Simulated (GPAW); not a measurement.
Runs of GPAW 26.7.0 on Ti. It takes space group Fm-3m (No. 225, cubic). The conventional cell has a = 4.060 Å, b = 4.060 Å, c = 4.060 Å, α = 90.00°, β = 90.00°, γ = 90.00°. Ti (site symmetry m-3m) has 12 Ti at 2.87 Å as nearest neighbours. This isn't the form of Ti at room conditions, which is hcp.

```csv
task,level,potentials or basis,smearing,smearing order,band path,band points,gap on the mesh (eV),pressure (GPa)
single point,PBEsol,"PAW data sets generated in the run's folder for this functional, pw",gaussian 0.02 eV,-,-,-,none,-1.3
single point,LDA,"the program's PAW data sets (release 1.2.1) made for this functional, pw",gaussian 0.02 eV,-,-,-,none,-5.8
band structure,LDA,"the program's PAW data sets (release 1.2.1) made for this functional, pw",methfessel-paxton 0.2 eV,1,"GXWKGLUWLK,UX",80,-,-5.6
single point,PBE,"GPAW PAW data sets (gpaw-data 1.2.1), pw",gaussian 0.05 eV,-,-,-,none,(a)
```

Alike in all rows: no spin polarisation; cell as given; k mesh 11 × 11 × 11; cutoff (eV) 600.

Fill in the values left out.

(a) 3.4.

Caveats: this smearing can pin the Fermi level at a band edge (some runs).

A gap of «none» marks a metal or a gap under the smearing width.
